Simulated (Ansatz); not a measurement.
## HfO2 in Ansatz: the effect of target pressure

The system is HfO2.

```
CELL_PARAMETERS angstrom
0.00000 2.55750 2.55750
2.55750 0.00000 2.55750
2.55750 2.55750 0.00000
ATOMIC_POSITIONS crystal
Hf 0.00000 0.00000 0.00000
O 0.75000 0.75000 0.75000
O 0.25000 0.25000 0.25000
```

Measurements of this composition are mostly on another form, of space group No. 14.

Alike in all runs:

- Program: Ansatz 0.2.0
- Task: relaxation of cell and atoms
- Functional: PBE
- Potentials or basis: Ansatz PAW
- Cutoff: 420 eV (not typed: the program's choice for these potentials)
- k mesh: 9 × 9 × 9
- Occupations: fermi-dirac, width 0.05 eV
- Spin: no spin polarisation

Each run relaxes the cell or the atoms first.

```tsv
target pressure	relaxed volume (Å³/atom)	gap on the mesh (eV)
0 GPa	11.04	3.85
2 GPa	10.95	3.88
5 GPa	10.83	3.91
10 GPa	10.63	3.95
20 GPa	10.29	4.04
30 GPa	?	?
```

What does the run with target pressure 30 GPa give?

Relaxed volume 10.00 Å³/atom; gap on the mesh 4.10 eV.

Worked out: In Murnaghan's law V^(-B') rises as a straight line in P. The other rows fit best with B' = 3.7, V0 = 11.04 Å³/atom and B0 = 249 GPa, which gives 9.99 Å³/atom at 30 GPa, against the run's 10.00. A straight line through the other rows of the gap on the mesh, of slope 0.0092 eV per GPa, extrapolates to 4.13 eV, against the run's 4.10. The fit is too stiff a form for this range.

Caveats: odd divisions of the mesh miss points on the zone boundary, where band edges often lie, so the gap on the mesh can be too wide; the plane-wave basis is chosen anew once the cell has moved, so the energies of steps on either side of that aren't comparable; spin-orbit coupling is left out, which moves the levels of the heavy elements.

A k mesh can miss the band edges.
